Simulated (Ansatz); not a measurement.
The system is InP.

```
CELL_PARAMETERS angstrom
0.00000 2.93050 2.93050
2.93050 0.00000 2.93050
2.93050 2.93050 0.00000
ATOMIC_POSITIONS crystal
In 0.00000 0.00000 0.00000
P 0.75000 0.75000 0.75000
```

Base run:

* Program: Ansatz 0.2.0
* Functional: BLYP
* Potentials or basis: Ansatz PAW
* Cutoff: 420 eV (not typed: the program's choice for these potentials)
* k mesh: 8 × 8 × 8
* Occupations: fermi-dirac, width 0.05 eV
* Spin: no spin polarisation

Its results: band gap on the k mesh 0.60 eV, direct; pressure 6.7 GPa.

After a change of settings the same cell gave: band gap on the k mesh 0.72 eV, direct; pressure 3.3 GPa. Which change was it?
A. functional from BLYP to PBE
B. functional from BLYP to LDA
C. functional from BLYP to PBEsol
D. functional from BLYP to PBEsol; k mesh from 8 × 8 × 8 to 6 × 6 × 6

A.

PBE binds more tightly than BLYP, so the same cell stands under less pressure.

Caveats: spin-orbit coupling is left out, which moves the levels of the heavy elements; the PAW data sets come from PBE, with cores solved anew for the run's functional, which leaves a small shift of forces and pressure (some runs).
